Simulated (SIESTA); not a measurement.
## HfC under changes of volume

One of the cells (12.819 Å³/atom); the others are scaled copies at fixed shape and fractional positions:

```
Hf C
1.0
     0.00000    2.34040    2.34040
     2.34040    0.00000    2.34040
     2.34040    2.34040    0.00000
Hf C
1 1
Direct
  0.50000 0.50000 0.50000
  0.00000 0.00000 0.00000
```

- Program: SIESTA 5.4.2
- Functional: PBE
- Potentials or basis: PseudoDojo 0.4 standard (PBE files)
- Basis: DZP (energy shift 0.003 Ry; two zetas on semicore shells)
- Grid cutoff: 800 Ry
- Energy shift: 0.003 Ry
- k mesh: 10 × 10 × 10
- Occupations: fermi-dirac, width 0.05 eV
- Spin: no spin polarisation

```csv
volume (Å³/atom),energy over the lowest point (meV/atom),pressure (GPa)
11.814,?,?
12.065,28.62,14.4
12.317,10.67,8.6
12.819,0.00,-1.4
13.071,5.76,-5.8
13.322,18.14,-9.9
```

**Question.** What does the run at 11.814 Å³/atom give?

**Answer.** Energy over the lowest point 55.96 meV/atom; pressure 20.6 GPa.

Worked out: A Birch-Murnaghan fit of order 3 (a polynomial in V^(-2/3)) to the other rows has its minimum at 12.74 Å³/atom with B0 = V·E''(V) = 239 GPa and B' = 3.5. It gives 55.89 meV/atom at 11.814 Å³/atom, against the run's 55.96, and -dE/dV = 20.6 GPa, against 20.6.

Energies are extrapolated to zero smearing.

Caveats: short orbitals over semicore shells can move pressures by several GPa; the basis of atomic orbitals isn't converged, which shifts pressures, moduli and gaps.
